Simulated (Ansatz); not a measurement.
Steps from a short run of molecular dynamics on a 2×2×1 supercell (12 atoms) of SnS2 (P-3m1), relaxed with r2SCAN+rVV10; forces from r2SCAN in the PAW code Ansatz, 3×3×2 mesh, Fermi-Dirac smearing of 0.052 eV, Langevin thermostat and barostat (NPT), set at 600 K. Classical nuclei, no spin polarisation; a few dozen steps show the first response, not equilibrium.

Task: At 4 fs the positions in Å are
```
cell (Å): 7.325 0.000 0.000; -3.663 6.344 0.000; 0.000 0.000 5.965
Sn   0.001  -0.009   0.004
S   -0.025   2.119   1.455
S    1.850   1.045   4.495
Sn  -1.825   3.183  -0.001
S   -1.826   5.280   1.445
S    0.005   4.221   4.468
Sn   3.657  -0.001   0.009
S    3.653   2.145   1.469
S    5.466   1.053   4.498
Sn   1.839   3.175   0.009
S    1.835   5.282   1.468
S    3.671   4.192   4.506
```
What are the forces, and how far does the free energy (smearing included) lie above that of step 0, with the atoms on their sites?

Result: 2.3 meV an atom; forces in eV/Å:
```
cell (Å), as above: 7.325 0.000 0.000; -3.663 6.344 0.000; 0.000 0.000 5.965
Sn  -0.091   0.104  -0.301
S    0.163  -0.065   0.016
S   -0.200   0.035   0.173
Sn   0.000  -0.210  -0.224
S   -0.014   0.078   0.219
S    0.041   0.028   0.364
Sn   0.131   0.045  -0.163
S    0.050  -0.209   0.008
S    0.192  -0.051   0.164
Sn  -0.168  -0.087  -0.192
S   -0.042   0.048  -0.032
S   -0.062   0.284  -0.031
```

Task: At 6 fs the positions in Å are
```
cell (Å): 7.329 0.000 0.000; -3.665 6.347 0.000; 0.000 0.000 5.968
Sn   0.002  -0.013   0.005
S   -0.037   2.119   1.454
S    1.861   1.039   4.498
Sn  -1.822   3.190  -0.001
S   -1.825   5.279   1.436
S    0.010   4.219   4.456
Sn   3.655  -0.001   0.015
S    3.647   2.162   1.474
S    5.455   1.051   4.499
Sn   1.845   3.177   0.012
S    1.838   5.284   1.468
S    3.677   4.176   4.510
```
What are the forces, and how far does the free energy (smearing included) lie above that of step 0, with the atoms on their sites?

Result: 5.1 meV an atom; forces in eV/Å:
```
cell (Å), as above: 7.329 0.000 0.000; -3.665 6.347 0.000; 0.000 0.000 5.968
Sn  -0.150   0.158  -0.424
S    0.240  -0.086   0.008
S   -0.296   0.051   0.216
Sn  -0.003  -0.339  -0.332
S   -0.027   0.120   0.343
S    0.043   0.030   0.512
Sn   0.220   0.081  -0.229
S    0.091  -0.308   0.006
S    0.280  -0.057   0.232
Sn  -0.258  -0.117  -0.257
S   -0.062   0.059  -0.025
S   -0.078   0.410  -0.049
```

Task: At 8 fs the positions in Å are
```
cell (Å): 7.334 0.000 0.000; -3.667 6.351 0.000; 0.000 0.000 5.972
Sn   0.004  -0.017   0.005
S   -0.049   2.118   1.454
S    1.871   1.034   4.502
Sn  -1.820   3.198  -0.001
S   -1.823   5.278   1.426
S    0.015   4.218   4.446
Sn   3.655  -0.002   0.020
S    3.641   2.177   1.480
S    5.445   1.048   4.501
Sn   1.850   3.180   0.015
S    1.840   5.284   1.468
S    3.681   4.163   4.514
```
What are the forces, and how far does the free energy (smearing included) lie above that of step 0, with the atoms on their sites?

Result: 8.7 meV an atom; forces in eV/Å:
```
cell (Å), as above: 7.334 0.000 0.000; -3.667 6.351 0.000; 0.000 0.000 5.972
Sn  -0.219   0.207  -0.532
S    0.307  -0.094  -0.017
S   -0.384   0.062   0.242
Sn  -0.009  -0.474  -0.428
S   -0.044   0.152   0.471
S    0.036   0.027   0.650
Sn   0.309   0.124  -0.290
S    0.142  -0.398  -0.014
S    0.361  -0.058   0.305
Sn  -0.347  -0.151  -0.308
S   -0.071   0.080  -0.020
S   -0.080   0.522  -0.059
```

Task: At 10 fs the positions in Å are
```
cell (Å): 7.339 0.000 0.000; -3.669 6.356 0.000; 0.000 0.000 5.976
Sn   0.006  -0.021   0.006
S   -0.061   2.116   1.456
S    1.881   1.029   4.508
Sn  -1.817   3.205  -0.002
S   -1.822   5.278   1.418
S    0.020   4.217   4.435
Sn   3.655  -0.004   0.024
S    3.635   2.194   1.487
S    5.434   1.045   4.503
Sn   1.856   3.182   0.018
S    1.840   5.285   1.468
S    3.684   4.151   4.519
```
What are the forces, and how far does the free energy (smearing included) lie above that of step 0, with the atoms on their sites?

Result: 13.2 meV an atom; forces in eV/Å:
```
cell (Å), as above: 7.339 0.000 0.000; -3.669 6.356 0.000; 0.000 0.000 5.976
Sn  -0.300   0.253  -0.615
S    0.368  -0.098  -0.057
S   -0.467   0.073   0.256
Sn  -0.019  -0.602  -0.515
S   -0.055   0.183   0.582
S    0.024   0.019   0.798
Sn   0.395   0.161  -0.336
S    0.199  -0.490  -0.029
S    0.443  -0.055   0.367
Sn  -0.447  -0.168  -0.347
S   -0.074   0.100  -0.024
S   -0.069   0.623  -0.081
```

Task: At 14 fs the positions in Å are
```
cell (Å): 7.349 0.000 0.000; -3.675 6.365 0.000; 0.000 0.000 5.984
Sn   0.013  -0.032   0.007
S   -0.081   2.108   1.461
S    1.892   1.015   4.520
Sn  -1.808   3.221  -0.004
S   -1.822   5.273   1.405
S    0.030   4.216   4.411
Sn   3.655  -0.006   0.032
S    3.623   2.221   1.499
S    5.413   1.037   4.517
Sn   1.869   3.184   0.024
S    1.843   5.287   1.470
S    3.695   4.132   4.528
```
What are the forces, and how far does the free energy (smearing included) lie above that of step 0, with the atoms on their sites?

Result: 23.7 meV an atom; forces in eV/Å:
```
cell (Å), as above: 7.349 0.000 0.000; -3.675 6.365 0.000; 0.000 0.000 5.984
Sn  -0.466   0.329  -0.720
S    0.460  -0.085  -0.150
S   -0.579   0.116   0.270
Sn  -0.033  -0.865  -0.661
S   -0.042   0.270   0.787
S    0.006  -0.016   1.086
Sn   0.527   0.196  -0.367
S    0.318  -0.648  -0.052
S    0.607  -0.017   0.394
Sn  -0.626  -0.165  -0.438
S   -0.091   0.121  -0.047
S   -0.080   0.764  -0.103
```

Task: At 16 fs the positions in Å are
```
cell (Å): 7.355 0.000 0.000; -3.677 6.369 0.000; 0.000 0.000 5.989
Sn   0.018  -0.036   0.008
S   -0.088   2.104   1.463
S    1.895   1.008   4.528
Sn  -1.804   3.228  -0.007
S   -1.820   5.271   1.400
S    0.037   4.216   4.403
Sn   3.657  -0.006   0.036
S    3.616   2.233   1.507
S    5.403   1.033   4.527
Sn   1.875   3.183   0.028
S    1.844   5.287   1.471
S    3.702   4.123   4.534
```
What are the forces, and how far does the free energy (smearing included) lie above that of step 0, with the atoms on their sites?

Result: 29.2 meV an atom; forces in eV/Å:
```
cell (Å), as above: 7.355 0.000 0.000; -3.677 6.369 0.000; 0.000 0.000 5.989
Sn  -0.547   0.338  -0.746
S    0.481  -0.076  -0.177
S   -0.609   0.134   0.261
Sn  -0.028  -0.971  -0.698
S   -0.040   0.305   0.867
S   -0.012  -0.030   1.199
Sn   0.567   0.200  -0.362
S    0.383  -0.722  -0.065
S    0.687   0.000   0.379
Sn  -0.693  -0.150  -0.483
S   -0.088   0.142  -0.054
S   -0.100   0.830  -0.122
```
